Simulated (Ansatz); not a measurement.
# AgBr (Fm-3m): thermal expansion from first principles, part 3 of 3

Aim: the lattice, expansion, heat capacity and bulk modulus of AgBr as it warms.

What experiment has found for this phase:
- volume expansion coefficient 102.3 1e-6/K near room temperature (given in “Descriptors for thermal expansion in solids”, 2017, arXiv:1701.03966)

Ansatz 0.2.0; DFT RPBE, scalar-relativistic, plane waves, PAW.

So far. Step 2 (A first coarse run): The start is under 5.1 GPa at this level and looks like an insulator or semiconductor on this mesh. Step 5 (Relaxing to small residual forces and stress): The residual pressure is -0.0086 GPa, small enough for phonons. The relaxed cell has a = 5.995 Å (conventional setting).

The database entry behind the starting cell differs from later determinations by our own check (about 0.6 % short of the room-temperature cell), so it need not match the best structure at ambient conditions.

## (8) Phonons of the refused cell

The study refused this cell, so its phonons are run alone to see which modes are imaginary.

Input file input.yaml:

```yaml
crystal:
  lattice:
    - [0.0, 2.9974673123, 2.9974673123]
    - [2.9974673123, 0.0, 2.9974673123]
    - [2.9974673123, 2.9974673123, 0.0]
  atoms:
    - { symbol: Ag, position: [0.0, 0.0, 0.0] }
    - { symbol: Br, position: [0.5, 0.5, 0.5] }
kpoints:
  mp_grid: { grid: [8, 8, 8] }
hamiltonian:
  xc: rpbe
scf:
  occupations: { method: fixed }
output:
  eigenvalues: true
phonons:
  method: dfpt
  dielectric: true
  rigid_motions: translations
  qmesh: [2, 2, 2]
  temperatures: { t_max: 1000, t_step: 50 }
  qpath:
    path:
      - [[0.0, 0.0, 0.0], [0.5, 0.0, 0.5], [0.625, 0.25, 0.625]]
      - [[0.375, 0.375, 0.75], [0.0, 0.0, 0.0], [0.5, 0.5, 0.5], [0.5, 0.25, 0.75], [0.5, 0.0, 0.5]]
    npoints: 10
```

The run is started by

```
$ ansatz run input.yaml --threads 2 --pin off --max-ram 5120MiB --backend cpu --events-out ev --progress --plain --runs-dir out
```

Numbers of over 12 decimals in the logs are rounded to 6 here.

The log of the run:

```text
[...]
Crystal: 2 atoms, lattice volume = 53.863 Å³
Basis set: ecut = 420 eV, 1067 PW (Γ), exchange–correlation on 60×60×60 points (8 copies of the dense FFT grid, shifted against one another)
Bands: 17, of which v1, the nominal top of the filled ones, is band 13 counted from 1 (12 counted from 0)
Symmetry: 48 space group operations
k-points: 59 of 512 (irreducible under 8 space group operations, time reversal used)
[...]
SCF iter   1: F=—  HF=-10388.700164 eV  |F-HF|=—  |Δ(HF+E_count)|=         —  Δρ=4.09e-3  dr2=9.33e-3  ethr=1.77e-3  ⟨swp⟩=5.0  Hψ=4169  notcnv=0  defer=111
[...]
SCF iter   8: F=-10388.699747 eV  HF=-10388.699747 eV  |F-HF|=0.00e0  |Δ(HF+E_count)|=  4.22e-10  Δρ=3.60e-8  dr2=3.65e-13  ethr=1.00e-12  ⟨swp⟩=9.0  Hψ=6257  notcnv=0
SCF 1 converged in 8 iterations: F = -10388.699747 eV  dr2 = 3.65e-13
[...]
DFPT response loops at Γ: preconditioner auto → none (the input reference at scf.mixing.eps_inf says where Resta's filter doesn't serve); β = 0.50; Broyden in place of MSR1
── the response to a field inside a basis, on 8×8×8 k-points: an SCF that follows is theirs, and a resumed run solves both again ──
Bands: 14, of which v1, the nominal top of the filled ones, is band 13 counted from 1 (12 counted from 0)
k-points: 60 of 512 (irreducible under 12 space group operations)
[...]
Eigensolver: Dense (60 Hₖ)
SCF iter   1: F=—  HF=-10388.696368 eV  |F-HF|=—  |Δ(HF+E_count)|=         —  Δρ=3.32e-4  dr2=6.94e-6  ethr=1.00e-1
[...]
SCF iter   4: F=-10388.696393 eV  HF=-10388.696393 eV  |F-HF|=1.61e-8  |Δ(HF+E_count)|=   2.36e-7  Δρ=1.01e-5  dr2=2.15e-8  ethr=6.46e-9
SCF 1 converged in 4 iterations: F = -10388.696393 eV  dr2 = 2.15e-8
[...]
NSCF: frozen V_eff on 29 k-points
[...]
DFPT response loops at q = (0, 0, -0.5) (fractional): preconditioner auto → Resta (q_TF=auto, 2.416 Å⁻¹)  ε∞=8.1 (no band partly filled); β = 1.00, the filter's whole step (`scf.mixing.beta` (0.50) is not read by the response loops at its default; to damp them type it under 1.00, their step now; it binds the ground state too); Broyden in place of MSR1
[...]
SCF converged after 8 iterations
Free energy (F): -10388.699747 eV
[...]
Internal energy: -10388.699747 eV  (E = F + TS)
E sigma→0 (E₀):  -10388.699747 eV
Fermi energy:    6.285655 eV
[...]
--- Band table (eV; the first three rows and the last of 59) ---
  k-point 0: bands = [... 9 lower, 3.9908, 4.8017, 4.8017, 4.8017, 7.2063, 16.3255, 16.3255, 16.3255]
  k-point 1: bands = [... 9 lower, 4.0208, 4.4663, 5.1537, 5.1537, 7.9299, 15.0726, 15.8951, 15.8951]
  k-point 2: bands = [... 9 lower, 4.0948, 4.3880, 5.6958, 5.6958, 9.1879, 13.5823, 14.6645, 14.6645]
  k-point 58: bands = [... 9 lower, 4.2767, 4.4037, 4.4037, 5.1086, 9.9985, 13.5455, 14.0858, 14.0858]
--- Phonons (Γ-DFPT): 2 representative perturbations + reference, on 59 of 512 k-points (Σ response iterations 6) ---
  k mesh reduced under 8 symmetry operations, with k and −k counted as one. Each operation leaves every solved perturbation unchanged. A smaller set is not considered because the run solves the response to a homogeneous field
  ASR residual: 4.769e-5 → 0.000e0 eV/Å²; symmetrization residual: 2.206e-5 eV/Å²
  ASR residual per site (eV/Å²): 4.77e-5 1.19e-5
  Γ frequencies (cm⁻¹): 0.00 0.00 0.00 44.21 44.21 44.21
  ε∞ (high-frequency dielectric tensor):
        5.388722    -0.000000     0.000000
       -0.000000     5.388722     0.000000
        0.000000     0.000000     5.388722
  ε⁰ (static dielectric tensor: ions relaxed, cell fixed):
       30.567369     0.000000     0.000000
        0.000000    30.567369     0.000000
        0.000000     0.000000    30.567369
  ε⁰ − ε∞ (ionic part):
       25.178647     0.000000     0.000000
        0.000000    25.178647     0.000000
        0.000000     0.000000    25.178647
  softest optical mode at Γ: 44.21 cm⁻¹; the repairs (sum rule, projections) moved no ω² at Γ by more than (0.76 cm⁻¹)²
  Born effective charges Z* (e; rows j = field, columns β = displacement):
    site 0:
         1.57253   -0.00000    0.00000
         0.00000    1.57253   -0.00000
        -0.00000   -0.00000    1.57253
    site 1:
        -1.57253    0.00000   -0.00000
        -0.00000   -1.57253    0.00000
         0.00000    0.00000   -1.57253
  Z* charge neutrality: 2.235e-4 e pre-enforcement
  solved inside a basis spanned on kpoints, on 8×8×8 k-points, its susceptibility summed on 12×12×12: ε∞ is read to err by 1.4e-2, Z* by 2.0e-2 e (field_mesh: kpoints solves on kpoints); Z* is corrected for what the basis lacks
  optical modes at Γ without the LO–TO term, one row a degenerate level:
      ω (cm⁻¹)  modes    IR ((D/Å)²/amu)
         44.21      3             3.7286
  optical modes at Γ + LO–TO along q̂ = [1.0000, 0.0000, 0.0000]:
      ω (cm⁻¹)  modes    IR ((D/Å)²/amu)
         44.21      2             2.4858
        105.30      1             1.2429
  optical modes at Γ + LO–TO along q̂ = [0.0000, 1.0000, 0.0000]:
      ω (cm⁻¹)  modes    IR ((D/Å)²/amu)
         44.21      2             2.4858
        105.30      1             1.2429
  optical modes at Γ + LO–TO along q̂ = [0.0000, 0.0000, 1.0000]:
      ω (cm⁻¹)  modes    IR ((D/Å)²/amu)
         44.21      2             2.4858
        105.30      1             1.2429
--- Phonons (arbitrary-q DFPT): 3 irreducible q on the 2×2×2 mesh ---
  q = [0.0000, 0.0000, 0.0000] (star 1, of the zone-centre solve; hermiticity 1.34e-4, symmetrization 3.76e-12): -0.00 0.00 0.00 44.21 44.21 44.21
  q = [0.0000, 0.0000, -0.5000] (star 4, 2 solved perturbations on 150 of 512 k-point pairs; hermiticity 4.72e-13, symmetrization 1.94e-12): -28.87 -28.87 42.17 42.17 80.32 106.54
  q = [0.0000, -0.5000, -0.5000] (star 3, 4 solved perturbations in 308 linear systems a pass and spin channel, the states on 95 of 512 k-point pairs; hermiticity 1.36e-5, symmetrization 1.17e-12): 28.04 28.04 39.03 71.51 71.51 97.15
  sum rule: each row above includes the acoustic sum rule's correction from the zone centre's row sums; it moved no ω² by more than (0.35 cm⁻¹)²
  mesh force constants: q→R imaginary residual 2.59e-17; ASR residual 4.769e-5 → 0.000e0 eV/Å²; symmetrization residual 8.882e-16 eV/Å²
  interpolated dispersion: 63 rows × 6 modes
  density of states and harmonic sums: on the 18×18×18 q-mesh, interpolated from the force constants of a 2×2×2 supercell (with the dipole–dipole term)
  largest difference from the sums on the solved wave vectors: F 3.00e-1 eV, S 3.92e-4 and C_V 9.22e-5 eV/K
  zero-point energy: 0.019155 eV/cell   skipped modes (ω ≤ 0): 70, of them read as no rigid motion or as one in doubt: 67 (3.045e-1 modes/cell left out, lowest -28.87 cm⁻¹)   left out of the sums: 5.08e-2 of the cell's modes: C_V's classical limit lies that fraction below 3 k_B per atom; for a crystal, a wire or a layer, F and S can be off by more, and a phonons.interpolated_qmesh denser along its periods is the remedy for the sampling
```

Wall time 72 s (2 threads of Intel Xeon Platinum 8488C (Sapphire Rapids), shared host); peak memory 0.66 GiB.

This step gave:

- Γ frequencies: 0, 0, 0, 44.21, 44.21, 44.21 cm⁻¹ (negative: imaginary)
- lowest frequency on the path: -28.87 cm⁻¹
- point group: m-3m
- highest frequency: 106.8 cm⁻¹

ε∞:

```
5.39 0.00 0.00
0.00 5.39 0.00
0.00 0.00 5.39
```

Born charge (rows field, columns displacement) (e), principal values of the symmetric part by kind of site:

```
atom  atoms with these values    low  middle   high   mean
 Ag1                        1   1.57    1.57   1.57   1.57
 Br2                        1  -1.57   -1.57  -1.57  -1.57
```

In full for Br2:

```
-1.57  0.00  0.00
 0.00 -1.57  0.00
 0.00  0.00 -1.57
```

ε₀ (ions relaxed, fixed cell):

```
30.57  0.00  0.00
 0.00 30.57  0.00
 0.00  0.00 30.57
```

LO-TO term included. The phonon branches at the labelled points (cm⁻¹):

```
    point  branch 1  branch 2  branch 3  branch 4  branch 5  branch 6
        Γ         0         0         0        44        44       105
  halfway        26        26        55        56        56        89
        X        28        28        39        72        72        97
  halfway        27        36        40        68        74        94
        U        24        41        50        58        81        87
jump to K        24        41        50        58        81        87
  halfway       -19        29        33        58        60       100
        Γ         0         0         0        44        44       105
  halfway        -8        -8        39        39        56       106
        L       -29       -29        42        42        80       106
  halfway        20        31        49        55        69        97
        W        39        39        45        65        81        81
  halfway        32        36        40        69        74        92
        X        28        28        39        72        72        97
```

The phonon branches as a text plot (rows in cm⁻¹):

```
    104 |***                     ********************
     98 |   *       ***        **                    **        **
     93 |    **  ***   **    **                        *     **
     87 |      **        ****                           *   *
     81 |                ***                    ***      ***
     76 |              **   *                  *   **   *   **
     70 |         ******     **               *      ***     ****
     64 |        *      *   ****             *           ****
     59 |       *        ***    *                      *
     53 |    *** *        **     *          *         ***
     47 | *****   **     *        ****     *        ***  **
     42 |*          ***********   *******************      ******
     36 |   *          *     **** **      *             *******
     30 |       *******         **  *                ****     ***
     25 |  *   *       ****      *       *
     19 |   ***            *      **                * *
     14 | **                        **  *
      8 | *                         **   ***
      2 |*                  *        ****            *
     -3 |                         **
     -9 |                                   *
    -15 |                    **  *           *     *
    -20 |                      **             *     *
    -26 |                                      *****
         Γ           X  U|K            Γ         L        W     X
```

Tetrahedra on 18 18 18, mean over bins of 2 cm⁻¹. The phonon density of states by wavenumber; read off at these points:

wavenumber (cm⁻¹), phonon density of states (1/cm⁻¹/cell) and a bar:
```
    -29.0      0.000 
    -25.0      0.009 ##
    -21.0      0.014 ###
    -17.0      0.016 ####
    -15.0      0.013 ###
    -11.0      0.009 ##
     -7.0      0.009 ##
     -3.0      0.009 ##
      1.0      0.010 ##
      5.0      0.013 ###
      7.0      0.017 ####
     11.0      0.019 ####
     15.0      0.024 #####
     19.0      0.033 ########
     23.0      0.039 #########
     27.0      0.063 ###############
     29.0      0.090 #####################
     33.0      0.083 ###################
     37.0      0.129 ##############################
     41.0      0.090 #####################
     45.0      0.095 ######################
     49.0      0.085 ####################
     51.0      0.078 ##################
     55.0      0.045 ##########
     59.0      0.078 ##################
     63.0      0.082 ###################
     67.0      0.065 ###############
     69.0      0.087 ####################
     71.0      0.063 ##############
     73.0      0.051 ############
     77.0      0.032 #######
     81.0      0.004 #
     85.0      0.009 ##
     89.0      0.033 ########
     93.0      0.084 ###################
     95.0      0.058 #############
     99.0      0.045 ##########
    103.0      0.046 ###########
    107.0      0.006 #
```

No LO-TO term. Modes at Γ, with each element's share of the kinetic energy:

```
mode  frequency (cm⁻¹)  symmetry  Ag %  Br %
   1               0.0       T1u    57    43
   2               0.0       T1u    57    43
   3               0.0       T1u    57    43
   4              44.2       T1u    43    57
   5              44.2       T1u    43    57
   6              44.2       T1u    43    57
```

Displacements in mode 4 (44.2 cm⁻¹), the largest set to 1:
```
Ag1  0.00 -0.02 -0.74
Br2  0.00  0.03  1.00
```

Lowest modes at the softest wavevector of the mesh; phase exp(i q.(R + tau)). The modes at q = (0.500, 0.000, 0.000) (shares of kinetic energy by element, %) (negative means imaginary):

```
mode  frequency (cm⁻¹)  Ag %  Br %
   1             -28.9     0   100
   2             -28.9     0   100
   3              42.2   100     0
   4              42.2   100     0
   5              80.3   100     0
   6             106.5     0   100
```

Displacements in mode 2 (-28.9 cm⁻¹), the largest set to 1, in the home cell:
```
Ag1  0.00  0.00  0.00
Br2 -1.00 -0.65 -0.35
```

Displacements in mode 6 (106.5 cm⁻¹), the largest set to 1, in the home cell:
```
Ag1  0.00  0.00  0.00
Br2  1.00 -1.00 -1.00
```

Phonopy on the run's constants, 17x17x17 mesh, Gaussian sigma 2.0 cm⁻¹. Table of modes by wavenumber; read off at these points; values in 1/cm⁻¹/cell:

```
wavenumber (cm⁻¹)       Ag       Br
            -35.0        0   6.0e-6
            -30.0   1.0e-5  0.00159
            -25.0   2.0e-4   0.0101
            -20.0   6.4e-4   0.0159
            -15.0  0.00118   0.0158
            -10.0  0.00100  0.00850
             -5.0   9.7e-4  0.00566
              0.0   2.5e-4  0.00113
              5.0  0.00269  0.00749
             10.0  0.00509   0.0125
             15.0  0.00782   0.0187
             20.0   0.0125   0.0237
             25.0   0.0281   0.0241
             30.0   0.0552   0.0242
             35.0   0.0900   0.0202
             38.2    0.102   0.0177
             40.0   0.0920   0.0169
             45.0   0.0637   0.0259
             50.0   0.0478   0.0284
             55.0   0.0325   0.0265
             60.0   0.0404   0.0335
             61.1   0.0428   0.0343
             63.1   0.0440   0.0336
             65.0   0.0426   0.0324
             70.0   0.0353   0.0315
             75.0   0.0170   0.0235
             80.0  0.00465   0.0107
             85.0   7.2e-4   0.0120
             90.0  0.00184   0.0454
             93.1  0.00319   0.0632
             95.0  0.00388   0.0562
            100.0  0.00628   0.0385
            105.0  0.00618   0.0267
            110.0   2.7e-4  0.00133
            115.0        0        0
```

Lorentz oscillators from the run's modes, damping 2 % of each frequency (typed, at least 3 cm⁻¹). The reflectivity, E along x by wavenumber; read off at these points:

```
wavenumber (cm⁻¹)  reflectivity, E along x
              5.0                    0.483
             10.0                    0.489
             15.0                    0.500
             20.0                    0.515
             25.0                    0.538
             30.0                    0.572
             35.0                    0.623
             40.0                    0.714
             45.0                    0.888
             50.0                     0.94
             55.0                    0.948
             60.0                     0.95
             60.9                     0.95
             65.0                    0.948
             70.0                    0.944
             75.0                    0.938
             80.0                    0.928
             85.0                    0.912
             90.0                    0.887
             95.0                    0.841
            100.0                    0.738
            105.0                    0.356
            110.0                   0.0245
            115.0                    0.001
            120.0                  0.00912
```

The lowest solved frequency is -28.9 cm⁻¹, so the cell is unstable here and gives no valid free energy.

## (9) Results

```
lowest frequency at the solved wavevectors : -28.9 cm⁻¹
```

What this shows: With imaginary harmonic modes at the relaxed cell the quasi-harmonic free energy is undefined, so no expansion is obtained for this phase at this level. The softest solved mode is 29i cm⁻¹ at q = (0, 0, -0.5), and 1 of 3 solved wavevectors carry a mode beyond 8i cm⁻¹. The starting cell comes from a crystallographic database, so the instability may belong to the level of theory or to the 0 K harmonic picture and not to the crystal; this functional changes the volume by +14 % against that cell. The q-mesh is coarse, so only a few wavevectors were solved. The PAW files were made for PBE and are used here under another functional, for which the program regenerates the frozen cores. The cell of these runs is 14 % larger in volume than the database cell; frequencies and all that rests on them shift with it.

[Logs are printed without paths, hosts, clocks, repeated set-up lines and the standing remarks that a program may print on its own settings, such as how far it seeks lower states.]

[Hosts, paths, dates, database ids (printed as entryN), source tags and the programs' standing remarks are cut or masked in the printed files.]

[A step with changed settings may run another functional than the one named; its input shows which.]
